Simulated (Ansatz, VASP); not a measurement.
## One calculation of Fe, two programs

```
Fe
1.0
    -1.41631    1.41631    1.41631
     1.41631   -1.41631    1.41631
     1.41631    1.41631   -1.41631
Fe
1
Cartesian
  0.0000 0.0000 0.0000
```

Alike in both runs: task single point; functional PBE; k mesh 15 × 15 × 15; occupations fermi-dirac, width 0.6 eV; collinear spin.

```csv
,VASP,Ansatz
version,VASP 6.6.1,Ansatz 0.2.0
potentials or method,"VASP PAW PBE potentials, release 64 (Fe)","plane waves (420 eV) with PAW, scalar-relativistic"
plane-wave cutoff (eV),520,420
valence electrons in the cell,8,16
```

|  | VASP | Ansatz | Ansatz less VASP |
| --- | --- | --- | --- |
| pressure (GPa) | -0.4 | -0.2 | +0.17 |
| net moment per atom (μB) | 0.65 | 0.67 | +0.021 |
| size of the moment on the site where the two differ most (μB) | 0.65 | 0.68 | +0.032 |

Site moments also hang on the region over which each program counts them. The two sets of potentials don't hold the same shells in valence.
